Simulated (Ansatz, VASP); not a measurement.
Rb in VASP and in Ansatz

```xyz
1
Lattice="-2.7453 2.7453 2.7453 2.7453 -2.7453 2.7453 2.7453 2.7453 -2.7453" Properties=species:S:1:pos:R:3 pbc="T T T"
Rb    0.0000    0.0000    0.0000
```

Change from the starting cell: volume scaled by 0.94.

Alike in both runs: task single point; functional PBE; k mesh 7 × 7 × 7; occupations fermi-dirac, width 0.05 eV; no spin polarisation.

|  | VASP | Ansatz |
| --- | --- | --- |
| version | VASP 6.6.1 | Ansatz 0.2.0 |
| potentials or method | VASP PAW PBE potentials, release 64 (Rb_sv) | Ansatz PAW |
| plane-wave cutoff (eV) | 520 | 420 |
| valence electrons in the cell | 9 | 9 |

|  | VASP | Ansatz | Ansatz less VASP |
| --- | --- | --- | --- |
| gap on the k mesh at the Fermi level (eV) | none | none | - |
| pressure (GPa) | 0.3 | 0.3 | 0.00 |

A gap of «none» marks a metal or a gap that the smearing closes. With one functional, cell and mesh, what is left measures potentials, basis and numerics.
